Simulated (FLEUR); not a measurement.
# Mo (Im-3m) in FLEUR: a series of runs

The runs below take Mo through single point, with PBEsol.

All numbers are computed with FLEUR MaX-R8.1 (later development tree); they aren't measurements. Logs are shortened: lines on timing, memory, paths and dates and some standing lists are left out, and cuts for length are marked.

## (1) The structure

The structure is cubic, space group Im-3m (No. 229). The conventional cell has a = 3.058 Å, b = 3.058 Å, c = 3.058 Å, α = 90.00°, β = 90.00°, γ = 90.00°. Mo (site symmetry m-3m) is surrounded by 8 Mo at 2.65 Å.

## (2) Single point, PBEsol

The input, inp.xml:

```xml
<?xml version="1.0" encoding="UTF-8" standalone="no"?>
<fleurInput fleurInputVersion="0.39">
   <comment>
      Mo                                                                                                  
   </comment>
   <calculationSetup>
      <cutoffs Kmax="4.39" Gmax="13.6" GmaxXC="13.6" numbands="0"/>
      <scfLoop itmax="60" minDistance="0.00001" maxIterBroyd="15" imix="Anderson" alpha="0.05" precondParam="0.0" spinf="2.0" sdNocoIR="T"/>
      <coreElectrons ctail="T" frcor="F" kcrel="0" coretail_lmax="0"/>
      <xcFunctional name="PBEs" relativisticCorrections="F"/>
      <magnetism jspins="1"/>
      <soc l_soc="F" theta="0.0" phi="0.0" spav="F"/>
      <expertModes spex="0" secvar="F"/>
      <geometryOptimization l_f="F" forcealpha="1.0" forcemix="BFGS" epsdisp="0.00001" epsforce="0.00001"/>
      <ldaU l_linMix="F" mixParam="0.05" spinf="1.0"/>
   </calculationSetup>
   <cell>
      <bzIntegration valenceElectrons="14.0" mode="hist" fermiSmearingEnergy="0.00183747">
         <kPointListSelection listName="default-1"/>
         <!-- k-points included here -->
         <xi:include xmlns:xi="http://www.w3.org/2001/XInclude" href="kpts.xml"> </xi:include>
      </bzIntegration>
      <!-- symmetry operations included here -->
      <xi:include xmlns:xi="http://www.w3.org/2001/XInclude" href="sym.xml"> </xi:include>
      <bulkLattice scale="1.0">
         <bravaisMatrix>
            <row-1>   -2.8896761199707930     2.8896761199707930     2.8896761199707930</row-1>
            <row-2>    2.8896761199707930    -2.8896761199707930     2.8896761199707930</row-2>
            <row-3>    2.8896761199707930     2.8896761199707930    -2.8896761199707930</row-3>
         </bravaisMatrix>
      </bulkLattice>
   </cell>
   <atomSpecies>
      <species name="Molybdenum (Mo)" element="Mo" atomicNumber="42">
         <mtSphere radius="2.23" gridPoints="767" logIncrement="0.017"/>
         <atomicCutoffs lmax="9" lnonsphr="9"/>
         <electronConfig flipSpins="F">
            <coreConfig>(1s1/2) (2s1/2) (2p1/2) (2p3/2) (3s1/2) (3p1/2) (3p3/2) (3d3/2) (3d5/2)</coreConfig>
            <valenceConfig>(4s1/2) (4p1/2) (4p3/2) (5s1/2) (4d3/2) (4d5/2)</valenceConfig>
            <stateOccupation state="(5s1/2)" spinUp="0.500000" spinDown="0.500000"/>
            <stateOccupation state="(4d3/2)" spinUp="1.000000" spinDown="1.000000"/>
            <stateOccupation state="(4d5/2)" spinUp="1.500000" spinDown="1.500000"/>
         </electronConfig>
         <energyParameters s="5" p="5" d="4" f="4"/>
         <lo type="SCLO" l="0" n="4" eDeriv="0"/>
         <lo type="SCLO" l="1" n="4" eDeriv="0"/>
         <lo type="SCLO" l="1" n="4" eDeriv="1"/>
         <lo type="SCLO" l="2" n="4" eDeriv="2"/>
         <lo type="SCLO" l="3" n="4" eDeriv="2"/>
      </species>
   </atomSpecies>
   <atomGroups>
      <atomGroup species="Molybdenum (Mo)">
         <relPos label="                   1">.0000000000 .0000000000 .0000000000</relPos>
         <force calculate="T" relaxXYZ="TTT"/>
      </atomGroup>
   </atomGroups>
   <output dos="F" band="F" slice="F">
      <checks vchk="F" cdinf="F"/>
      <bandDOS minEnergy="-.5*Htr" maxEnergy="0.5*Htr" sigma="0.015" storeEVData="T"/>
      <vacuumDOS vacdos="F" integ="F" star="F" nstars="0" locx1="0.0" locy1="0.0" locx2="0.0" locy2="0.0" nstm="0" tworkf="0.0"/>
      <unfoldingBand unfoldBand="F" supercellX="1" supercellY="1" supercellZ="1"/>
      <plotting iplot="0" polar="F">
         <plot TwoD="T" vec1="  1.0  0.0  0.0" vec2="  0.0  1.0  0.0" vec3="  0.0  0.0  1.0" zero="  0.0  0.0  0.0" file="plot"/>
      </plotting>
      <chargeDensitySlicing numkpt="0" minEigenval="0.0" maxEigenval="0.0" nnne="0" pallst="F"/>
      <specialOutput eonly="F"/>
      <moessbauerParams electricFieldGradient="T" isomerShift="T" coreHyperfine="T" valenceHyperfine="T"/>
      <magneticCircularDichroism mcd="F" energyLo="-10.0" energyUp="0.0"/>
   </output>
  <!-- We include the file relax.xml here to enable relaxations (see documentation) -->
  <xi:include xmlns:xi="http://www.w3.org/2001/XInclude" href="relax.xml"> <xi:fallback/> </xi:include>
</fleurInput>
```

The input, crystal.txt:

```
Mo
&input cartesian=F /
-1.5291507496  1.5291507496  1.5291507496
1.5291507496  -1.5291507496  1.5291507496
1.5291507496  1.5291507496  -1.5291507496
1.8897261246
1.0 1.0 1.0

1
42 0.0000000000  0.0000000000  0.0000000000

&kpt div1=12 div2=12 div3=12 gamma=T /
```

Potentials or basis: all-electron, FLAPW.

Launch:

```console
inpgen -f crystal.txt -profile fastHighL
# inp.xml edited to the form shown
fleur_MPI
```

Log:

```text
Welcome to FLEUR        (www.flapw.de)
      MaX-Release 8.1          (www.max-centre.eu)

 ========== k-point set info ==========
 Selected k-point list: default-1
 k-point list type: mesh
 12 x 12 x 12
 Number of k points: 72

 ------------Calculation Setup---------------------------
 Number of MPI-tasks      :            1
 Number of PE/node        :            1
 Number of OMP-threads    :            1
 Most efficient MPI parallelization for:
           1           2           3           4           6           8           9          12          18          24          36          72
 Additional eigenvalue parallelization possible
 Number of basis functions:          183
 Approximate size of matrices (H+S) per k-point:         0.000 GB
 --------------------------------------------------------
 Iteration:     1   Distance:      17.11798790 me/bohr^3
 Iteration:     2   Distance:      15.70641371 me/bohr^3
 Iteration:     3   Distance:       5.99494027 me/bohr^3
 Iteration:     4   Distance:       3.25978507 me/bohr^3
 Iteration:     5   Distance:       2.37245746 me/bohr^3
 Iteration:     6   Distance:       0.23605936 me/bohr^3
 Iteration:     7   Distance:       0.13762366 me/bohr^3
 Iteration:     8   Distance:       0.00605350 me/bohr^3
 Iteration:     9   Distance:       0.00608054 me/bohr^3
 Iteration:    10   Distance:       0.00083375 me/bohr^3
 Iteration:    11   Distance:       0.00079800 me/bohr^3
 Iteration:    12   Distance:       0.00002155 me/bohr^3
 Iteration:    13   Distance:       0.00000310 me/bohr^3

 ********************************************************************
 Run finished successfully
 Stop message:
   all done
 ********************************************************************
```

out.xml (last iteration):

```text
<iteration numberForCurrentRun="   13" overallNumber="   13">
         <energyParameters units="Htr">
            <atomicEP atomType="1" spin="1" branch="5s" branchLowest="-1.48" branchHighest="3.41" value="0.3971913167"/>
            <atomicEP atomType="1" spin="1" branch="5p" branchLowest="-0.45" branchHighest="4.19" value="0.5076157092"/>
            <atomicEP atomType="1" spin="1" branch="4d" branchLowest="-7.31" branchHighest="1.18" value="0.5425810882"/>
            <atomicEP atomType="1" spin="1" branch="4f" branchLowest="-9.99" branchHighest="2.88" value="0.7719085271"/>
            <loAtomicEP atomType="1" spin="1" branch="4s" branchLowest="-16.68" branchHighest="-1.48" value="-1.5565217900"/>
            <loAtomicEP atomType="1" spin="1" branch="4p" branchLowest="-13.11" branchHighest="-0.45" value="-0.6118818181"/>
            <loAtomicEP atomType="1" spin="1" branch="4p" branchLowest="-13.11" branchHighest="-0.45" value="-0.6118818181"/>
            <loAtomicEP atomType="1" spin="1" branch="4d" branchLowest="-7.31" branchHighest="1.18" value="0.5415693669"/>
            <loAtomicEP atomType="1" spin="1" branch="4f" branchLowest="-9.99" branchHighest="2.88" value="0.7719101840"/>
         </energyParameters>
         <eigenvalues>
            <eigenvaluesAt spin="1" ikpt="1" k_x="0.00000000" k_y="0.00000000" k_z="0.00000000">
                      -1.5693628207       -0.5784305533       -0.5784305533       -0.5784305533        0.4039706802
                       0.6240829394        0.6240829394        0.6240829394        0.7474322105        0.7474322105
                       1.2234958213        1.2234958213
            </eigenvaluesAt>
            <eigenvaluesAt spin="1" ikpt="2" k_x="0.00000000" k_y="0.00000000" k_z="0.08333333">
                      -1.5684573270       -0.5833836147       -0.5799291490       -0.5784778424        0.4163359709
                       0.6168465086        0.6226782781        0.6360287239        0.7369891211        0.7475762569
                       1.2330606140        1.2442848400
            </eigenvaluesAt>
            <eigenvaluesAt spin="1" ikpt="3" k_x="0.00000000" k_y="0.00000000" k_z="0.16666667">
                      -1.5659642236       -0.5965968409       -0.5839723161       -0.5786123402        0.4481041764
                       0.5986075877        0.6166088469        0.6707446861        0.7231106761        0.7490978700
                       1.2490094797        1.3019416436
            </eigenvaluesAt>
            <eigenvaluesAt spin="1" ikpt="4" k_x="0.00000000" k_y="0.00000000" k_z="0.25000000">
                      -1.5625099413       -0.6139583694       -0.5893791721       -0.5788008688        0.4783268696
                       0.5765441601        0.6190035986        0.7246469309        0.7260390038        0.7540516848
                       1.2338365847        1.3093900518
            </eigenvaluesAt>
         </eigenvalues>
         <bandgap value="0.0364294278" units="eV"/>
         <sumValenceSingleParticleEnergies value="-3.3779502605" units="Htr"/>
         <FermiEnergy value="0.6788018519" units="Htr"/>
         <valenceDensity>
            <mtCharges spin="1">
               <mtCharge atomType="1" total="11.4929576" s="2.2055932" p="6.0323046" d="3.2155420" f="0.0340057"/>
            </mtCharges>
            <spinDependentCharge spin="1" total="14.0000000" interstitial="2.5070424" mtSpheres="11.4929576"/>
            <totalCharge value="14.0000000000"/>
         </valenceDensity>
         <coreStates atomType="     1" atomicNumber=" 42" spin="1" kinEnergy="   4099.0802739415" eigValSum="  -2389.7034042486" lostElectrons=" 0.000006">
            <state n="1" l="0" j="0.5" energy="-726.8557791816" weight="1.0000000000"/>
            <state n="2" l="0" j="0.5" energy="-101.9574628457" weight="1.0000000000"/>
            <state n="2" l="1" j="0.5" energy="-93.7470685612" weight="1.0000000000"/>
            <state n="2" l="1" j="1.5" energy="-89.8350026301" weight="2.0000000000"/>
            <state n="3" l="0" j="0.5" energy="-16.6787227464" weight="1.0000000000"/>
            <state n="3" l="1" j="0.5" energy="-13.5555809686" weight="1.0000000000"/>
            <state n="3" l="1" j="1.5" energy="-12.9111509091" weight="2.0000000000"/>
            <state n="3" l="2" j="1.5" energy="-7.3862018802" weight="2.0000000000"/>
            <state n="3" l="2" j="2.5" energy="-7.2641256607" weight="3.0000000000"/>
         </coreStates>
         <allElectronCharges>
            <spinDependentCharge spin="1" total="42.0000000" interstitial="2.5070485" mtSpheres="39.4929515"/>
            <totalCharge value="41.9999999974"/>
         </allElectronCharges>
         <moessbauerParams unitsHFF="kG" unitsIS="e/bohr^3" unitsEFG="Htr/bohr^2">
            <coreIsomerShift atomType="1" isTotal="91546.84502">
               <shell n="1" l="0" isomerShift="80896.95783"/>
               <shell n="2" l="0" isomerShift="8892.19997"/>
               <shell n="2" l="1" isomerShift="144.12367"/>
               <shell n="3" l="0" isomerShift="1586.43344"/>
               <shell n="3" l="1" isomerShift="27.13011"/>
               <shell n="3" l="2" isomerShift="0.00000"/>
            </coreIsomerShift>
            <isomerShift atomType="1" nucleusRadius="0.0001081" averageDensity="91834.02839"/>
            <electricFieldGradient atomType="1" VXX="0.00000" VYY="0.00000" VZZ="0.00000" asymParam="0.00000">
            </electricFieldGradient>
         </moessbauerParams>
         <totalEnergy                                    value="    -4047.4372322524" units="Htr">
            <sumOfEigenvalues                            value="    -2393.0813545092">
               <coreElectrons value="-2389.7034042486"/>
               <valenceElectrons value="-3.3779502605"/>
            </sumOfEigenvalues>
            <densityCoulombPotentialIntegral value="-6429.5095775812"/>
            <densityEffectivePotentialIntegral value="-6589.5119749018"/>
            <chargeDenXCDenIntegral value="-121.7943633855"/>
            <FockExchangeEnergyValence value="0.0000000000"/>
            <FockExchangeEnergyCore value="0.0000000000"/>
            <atomTypeDependentContributions atomType="1">
               <electronNucleiInteractionDifferentMTs value="4873.4617125244"/>
               <MadelungTerm value="-33.8569879446"/>
            </atomTypeDependentContributions>
            <tkbTimesEntropy value="0.0000677285"/>
            <freeEnergy value="-4047.4372999809"/>
            <extrapolationTo0K value="-4047.4372661167"/>
         </totalEnergy>
         <densityConvergence units="me/bohr^3">
            <chargeDensity spin="1" distance="0.0000030993"/>
         </densityConvergence>
      </iteration>
```

It took 12 s on 1 thread of Arm Neoverse V2, shared host; peak memory 0.05 GiB.

What came out:

| Property | Result |
| --- | --- |
| Free energy | -110136.3797 eV |
| Band gap on the k mesh | none (metal or under the smearing width) |
| Valence electrons inside the program's atomic spheres | Mo 11.49 (radii Mo 2.23 bohr) |

Levels at points of the mesh, in eV from the Fermi level:
| k point | band 5 | band 6 | band 7 | band 8 | band 9 | band 10 |
| --- | --- | --- | --- | --- | --- | --- |
| (0.00, 0.00, 0.00) | -7.48 | -1.49 | -1.49 | -1.49 | 1.87 | 1.87 |
| (0.00, 0.00, 0.50) | -5.84 | -3.80 | 1.96 | 2.05 | 2.67 | 5.50 |
| (0.50, 0.50, 0.50) | -6.13 | -6.13 | 4.60 | 4.60 | 4.60 | 9.80 |

Core levels (eV from the Fermi level):
| atom | levels |
| --- | --- |
| 1 Mo | 1s1/2 -19797.2, 2s1/2 -2792.9, 2p1/2 -2569.5, 2p3/2 -2463.0, 3s1/2 -472.3, 3p1/2 -387.3, 3p3/2 -369.8, 3d3/2 -219.5, 3d5/2 -216.1 |

[end of part 1 of 2]
